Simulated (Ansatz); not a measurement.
# SnTe (Fm-3m) in Ansatz: settings compared

Aim: see how the results for SnTe move with the level of theory and the settings. Levels: PBEsol, HSE06, PBE0. Tasks: single point.

Everything below comes from runs of Ansatz 0.2.0. Logs are shortened: lines on timing, memory, paths and dates and some standing lists are left out, and cuts for length are marked.

**What was measured.**

A printed reference work, textbook reports, for a bulk crystal of SnTe at 300 K: band gap 0.18 eV (direct).

The results are compared with them further down.

### Step 1. The crystal as given

Symmetry: Fm-3m, No. 225, cubic system. The conventional cell has a = 6.302 Å, b = 6.302 Å, c = 6.302 Å, α = 90.00°, β = 90.00°, γ = 90.00°. Te (site symmetry m-3m) is surrounded by 6 Sn at 3.15 Å. Sn (site symmetry m-3m) has 6 Te at 3.15 Å as nearest neighbours.

### Step 2. Single point, PBEsol

Input file input.yaml:

```yaml
crystal:
  lattice:
    - [0.0, 3.15085, 3.15085]
    - [3.15085, 0.0, 3.15085]
    - [3.15085, 3.15085, 0.0]
  atoms:
    - { symbol: Te, position: [0.5, 0.5, 0.5] }
    - { symbol: Sn, position: [0.0, 0.0, 0.0] }
kpoints:
  mp_grid: { grid: [6, 6, 6] }
scf:
  occupations: { method: fermi_dirac, width: 0.05 }
hamiltonian:
  xc: pbesol
  pseudopotentials: { kind: all_electron, datasets: crystal }
output:
  forces: true
  stress: true
  eigenvalues: true
```

Potentials or basis: all-electron PAW datasets made for the crystal.

Command:

```bash
$ ansatz run input.yaml --threads 2 --pin off --max-ram 8192MiB --backend cpu --events-out ev --progress --plain --runs-dir out
```

Log:

```text
Warning: RAYON_NUM_THREADS=2 ignored (pool sized by the plan → 2); use --threads N
hamiltonian.pseudopotentials.datasets: crystal makes datasets for this crystal and solves the spheres of its atoms anew in each pass: cutoff 240.0 eV, the density's 960.0 eV; for an error of 0.50 meV an atom under PBE, 1.0 meV for the cell; an energy difference from a run of another recipe may be off by several times the error for the cell, under r2SCAN by more, where some 0.1 meV an atom stays at smaller errors; Sn in spheres of 1.376 Å, 14 of its electrons in bands; Te in spheres of 1.376 Å, 6 of its electrons in bands, 10 on its site; only band paths and densities of states list, in semicore columns, the levels of the semicore shells that are solved separately: 4d of Te
Engine: ansatz 0.2.0, aarch64-unknown-linux-gnu
Pseudopotentials: kind: all_electron
Pseudopotential: Te, paw, valence charge 16, recommended cutoff 240 eV (normal), crystal/all_electron/pbesol/scalar/gaussian/Te, Koelling and Harmon's equation, gaussian nucleus
Pseudopotential: Sn, paw, valence charge 14, recommended cutoff 240 eV (normal), crystal/all_electron/pbesol/scalar/gaussian/Sn, Koelling and Harmon's equation, gaussian nucleus
Functional definition: PBEsol
  exchange = pbesol_x
  correlation = pbesol_c
Crystal: 2 atoms, lattice volume = 62.562 Å³
Basis set: ecut = 240 eV, 531 PW (Γ), exchange–correlation on 48×48×48 points (8 copies of the dense FFT grid, shifted against one another)
Bands: 14, of which v1, the nominal top of the filled ones, is band 10 counted from 1 (9 counted from 0)
Symmetry: 48 space group operations
Space group: Fm-3m (ITA 225), of the structure as read, at distance tolerance 4.0e-5 Å
k-points: 16 of 216
Non-local potential: Te, projectors of the file, l = 0: 1, l = 1: 1
Non-local potential: Sn, projectors of the file, l = 0: 1, l = 1: 1, l = 2: 2
PAW form: soft (Blöchl's): semilocal exchange-correlation on the pseudo side does not see the compensation charge
PAW one-centre angular grid: Te, 110 points (default); XC on its mesh's 1857 points in the sphere
PAW one-centre angular grid: Sn, 590 points (default); XC on its mesh's 1863 points in the sphere
Initial density: superposition of atomic densities (neutral atoms: chi_scale 0, normalization atom)
Initial wavefunctions: pseudopotential atomic-orbital guess
Functional: x = pbesol(κ = 0.804, μ = 0.12345679012345678), c = pbesol(β = 0.046)
iter 1 solved again at ethr=1.12e-3 eV; its pass at ethr=1.00e-1 eV (dr2=2.25e-1 eV) is discarded
SCF iter   1: F=—  HF=-352821.596205 eV  |F-HF|=—  |Δ(HF+E_count)|=         —  Δρ=1.33e-2  dr2=2.17e-1  ethr=1.12e-3  ⟨swp⟩=4.6  Hψ=1342  notcnv=0
preconditioner: auto → Kerker (q_TF=auto, 2.256 Å⁻¹)  [metal: Δε(μ)=0.093 eV  Ē_g=8.725 eV  σ=0.050 eV  W_gap=0.43  n_scr=14 (ndim 8)  ℏωp=14.8 eV  f_vac=0.000  D(μ)=0.30/eV (n_scr^D=0)]
SCF iter   2: F=—  HF=-352821.553449 eV  |F-HF|=—  |Δ(HF+E_count)|=   4.28e-2  Δρ=8.03e-3  dr2=7.23e-2  ethr=1.08e-3  ⟨swp⟩=3.1  Hψ=480  notcnv=0
preconditioner: auto → none  [insulator: Δε(μ)=0.110 eV  Ē_g=8.683 eV  σ=0.050 eV  W_gap=0.50  n_scr=14 (ndim 8)  ℏωp=14.8 eV  f_vac=0.000  D(μ)=0.28/eV (n_scr^D=0)  ε∞_Penn≈3.9]
iter 3 solved again at ethr=7.44e-6 eV; its pass at ethr=3.62e-4 eV (dr2=1.49e-3 eV) is discarded
SCF iter   3: F=—  HF=-352821.533887 eV  |F-HF|=—  |Δ(HF+E_count)|=   1.96e-2  Δρ=1.69e-3  dr2=1.56e-3  ethr=7.44e-6  ⟨swp⟩=2.1  Hψ=1007  notcnv=0
SCF iter   4: F=—  HF=-352821.533295 eV  |F-HF|=—  |Δ(HF+E_count)|=   5.91e-4  Δρ=4.58e-4  dr2=1.43e-4  ethr=7.44e-6  ⟨swp⟩=3.0  Hψ=430  notcnv=0
SCF iter   5: F=—  HF=-352821.533283 eV  |F-HF|=—  |Δ(HF+E_count)|=   1.25e-5  Δρ=1.66e-4  dr2=2.98e-5  ethr=7.15e-7  ⟨swp⟩=3.0  Hψ=546  notcnv=0
SCF iter   6: F=—  HF=-352821.533273 eV  |F-HF|=—  |Δ(HF+E_count)|=   9.24e-6  Δρ=2.68e-5  dr2=6.83e-7  ethr=1.49e-7  ⟨swp⟩=3.0  Hψ=445  notcnv=0
SCF iter   7: F=-352821.533273 eV  HF=-352821.533273 eV  |F-HF|=1.26e-8  |Δ(HF+E_count)|=   1.37e-7  Δρ=5.50e-6  dr2=2.50e-8  ethr=3.41e-9  ⟨swp⟩=3.0  Hψ=427  notcnv=0
SCF 1 converged in 7 iterations: F = -352821.533274 eV  dr2 = 2.50e-8
  Residual-converged pass: ⟨swp⟩=3.7  Hψ=558  notcnv=0  max |occ|·‖R‖ = 5.2e-6 eV (tolerance 5.3e-6 eV)  dr2=2.27e-8  dr2_onsite=3.28e-8  max |Δocc| = 1.2e-9
SCF converged after 7 iterations
Free energy (F): -352821.533274 eV
Harris-Foulkes:  -352821.533274 eV  (|F-HF|=1.26e-8)
Internal energy: -352821.531396 eV  (E = F + TS)
E sigma→0 (E₀):  -352821.532335 eV
Entropy (-TS):   -0.001877 eV (-0.939 meV/atom)
Past the cutoff: the bands carry plane waves up to 1.75 times it, of which those up to 1.5 times it add -0.000222 eV an atom, each by itself; the spheres take 0.000449 eV an atom off the energy for waves past 1.75 times it
By the cutoff:   a pressure is off by up to 0.007 GPa (1.2 times the spheres' own share and the shells' term, over an atom's volume, and 0.004 GPa: a bound that held against runs at twice the plane waves)
Past the cutoffs: a stress includes 0.0013 GPa for waves and charges beyond them, in addition to the slope of what the spheres take
In the spheres:  the bands' charges fall short by 3.0e-7 e at most (sound up to 1e-3), those of shells solved beside the bands by 3.6e-7 e (sound up to 5e-4)
Fermi energy:    11.911825 eV
--- Per-component energies (eV) ---
  E_band       = -34.776615
  E_kinetic    = 170.776459
  E_local      = -2446.493836  (includes V_loc(G=0)·N_el)
  E_nonlocal   = 205.509078
  E_hartree    = 1151.934015
  E_xc         = -151.378179
  E_vxc        = -171.646013  (∫ρ·V_xc dr)
  E_paw        = -356802.001128  (= ΣΔE_a)
  E_vpaw       = -8072.395413  (= ΣTr[D̂ρ^β])
  E_ewald      = -2925.490525
  E_smearing   = -0.001877  (= −TS)
  E_closure    = 7975.612719  (closes the sum)
  Σ components = -352821.533274   (vs F -352821.533274, Δ=0.00e0)
  The terms above E_closure are by the made datasets' own strengths, without shells solved beside the bands.
--- Forces (eV/Å), atoms counted from 1 ---
  atom   1  Te     0.00000000    -0.00000000     0.00000000
  atom   2  Sn    -0.00000000     0.00000000    -0.00000000
  max |Σ_I F_I| component: 1.31e-29 eV/Å
--- Stress (GPa, compression-positive) ---
       -0.313231      -0.000000      -0.000000
       -0.000000      -0.313231       0.000000
        0.000000       0.000000      -0.313231
  P = ⅓ Tr σ = -0.3132 GPa (-3.132 kbar)
  It holds what live shells' own plane waves past their cutoff add
--- Band table (eV; the first three rows and the last of 16) ---
  k-point 0: bands = ["-9.9271", "-9.9271", "-9.9201", "-9.9201", "-9.9201", "-0.9315", "7.1725", "9.7607", "9.7607", "9.7607", "15.2243", "15.2243", "15.2243", "16.6319"]
  k-point 1: bands = ["-9.9284", "-9.9284", "-9.9197", "-9.9186", "-9.9186", "-0.6999", "6.0640", "9.8029", "9.8029", "10.4910", "14.1800", "14.1800", "14.2071", "16.5894"]
  k-point 2: bands = ["-9.9316", "-9.9316", "-9.9190", "-9.9151", "-9.9151", "-0.0971", "4.3911", "9.9577", "9.9577", "11.2648", "12.8310", "12.8310", "12.8613", "17.6924"]
  k-point 15: bands = ["-9.9418", "-9.9261", "-9.9205", "-9.9131", "-9.9092", "0.7190", "4.6806", "6.6467", "7.5315", "10.0015", "13.9909", "15.2840", "17.2697", "17.4585"]
  guard bands above this table: 0 of the run's 14 bands, where the rule asks 2: the bands that hold charge and the lowest empty level above them stay in the table. A level can be missing at the table's top as with no guard band: raise scf.n_extra_bands
```

It took 1.9 s on 2 threads of Arm Neoverse V2, shared host; peak memory 0.46 GiB.

Results:

```yaml
Free_energy: -352821.5333 eV
Pressure: -0.3 GPa
Band_gap_on_the_k_mesh: 0.14 eV, direct
```

Levels at points of the mesh, in eV from the valence-band top:
```
             k point  band 7  band 8  band 9  band 10  band 11  band 12  band 13  band 14
  (0.00, 0.00, 0.00)   -4.67   -2.08   -2.08    -2.08     3.38     3.38     3.38     4.79
 (0.00, 0.00, -0.50)   -8.30   -1.74   -1.74     0.00     0.14     0.40     0.40     7.73
(0.00, -0.50, -0.50)   -6.44   -5.55   -3.69    -3.69     2.16     4.96     4.96     6.41
```

Caveat: spin-orbit coupling is left out, which moves the levels of the heavy elements.

### Step 3. Single point, HSE06

Edit input.yaml of step 2 so:

```diff
@@ -13,3 +13,3 @@
 hamiltonian:
-  xc: pbesol
+  xc: hse06
   pseudopotentials: { kind: all_electron, datasets: crystal }
@@ -18,2 +18 @@
   stress: true
-  eigenvalues: true
```

Potentials or basis: all-electron PAW datasets made for the crystal.

Command:

```bash
$ ansatz run input.yaml --threads 2 --pin off --max-ram 8192MiB --backend cpu --events-out ev --progress --plain --runs-dir out
```

Wall time 2 min (2 threads of Arm Neoverse V2, shared host); peak memory 0.98 GiB.

It converged, with:

```
Free energy            : -352973.8321 eV
Pressure               : 1.3 GPa
Band gap on the k mesh : 0.11 eV, direct
```

Levels at points of the mesh, in eV from the valence-band top:
```
             k point  band 13  band 14  band 15  band 16  band 17  band 18
  (0.00, 0.00, 0.00)    -2.65    -2.65    -2.65     3.76     3.76     3.76
 (0.00, 0.00, -0.50)    -2.30    -2.30     0.00     0.11     0.42     0.42
(0.00, -0.50, -0.50)    -6.47    -4.42    -4.42     2.29     5.47     5.47
```

Caveat: spin-orbit coupling is left out, which moves the levels of the heavy elements.

### Step 4. Single point, PBE0

Edit input.yaml of step 3 so:

```diff
@@ -13,3 +13,3 @@
 hamiltonian:
-  xc: hse06
+  xc: pbe0
   pseudopotentials: { kind: all_electron, datasets: crystal }
```

Command:

```bash
$ ansatz run input.yaml --threads 2 --pin off --max-ram 8192MiB --backend cpu --events-out ev --progress --plain --runs-dir out
```

Wall time 2.1 min (2 threads of Arm Neoverse V2, shared host); peak memory 0.98 GiB.

It converged, with:

- Free energy: -352972.2020 eV
- Pressure: 1.6 GPa
- Band gap on the k mesh: 0.61 eV, direct

Levels at points of the mesh, in eV from the valence-band top:
```tsv
k point	band 12	band 13	band 14	band 15	band 16	band 17
(0.00, 0.00, 0.00)	-5.29	-2.77	-2.77	-2.77	4.36	4.36
(0.00, 0.00, -0.50)	-9.68	-2.37	-2.37	0.00	0.61	0.91
(0.00, -0.50, -0.50)	-7.46	-6.67	-4.58	-4.58	2.85	6.10
```

Caveat: spin-orbit coupling is left out, which moves the levels of the heavy elements.

### Step 5. The runs side by side

| level | cutoff (eV) | gap on the mesh (eV) | pressure (GPa) |
| --- | --- | --- | --- |
| PBEsol | 240 | 0.14 | -0.3 |
| HSE06 | 270 | 0.11 | 1.3 |
| PBE0 | 270 | 0.61 | 1.6 |

Alike in all rows: task single point; potentials or basis all-electron PAW datasets made for the crystal; no spin polarisation; cell as given; k mesh 6 × 6 × 6; smearing fermi-dirac 0.05 eV.

On the cell as given the gap runs from 0.11 eV (HSE06) to 0.61 eV (PBE0). The pressure there spans -0.3 GPa (PBEsol) to 1.6 GPa (PBE0); a positive pressure means that this level wants a larger cell, a negative one a smaller.

Caveats: spin-orbit coupling is left out, which moves the levels of the heavy elements.

Compare energies only between runs with the same functional and basis.

### Step 6. Against experiment

Step 2. Measured gap of SnTe: 0.18 eV (direct; 300 K; a printed reference work, textbook). This calculation gives 0.14 eV (-0.04 eV). Spin-orbit coupling on Sn, Te is left out. The value is that of PBEsol on a finite k mesh, which can miss the band edges, without temperature or zero-point motion. Semilocal functionals fall short of measured gaps as a rule.

Step 3. A measured gap of SnTe is 0.18 eV (direct; 300 K; a printed reference work, textbook); the calculated 0.11 eV misses it by -0.07 eV. Spin-orbit coupling on Sn, Te is left out. The value is that of HSE06 on a finite k mesh, which can miss the band edges, without temperature or zero-point motion.

Step 4. Against the measured gap of SnTe, 0.18 eV (direct; 300 K; a printed reference work, textbook), the calculated 0.61 eV is off by +0.43 eV. Spin-orbit coupling on Sn, Te is left out. The value is that of PBE0 on a finite k mesh, which can miss the band edges, without temperature or zero-point motion.
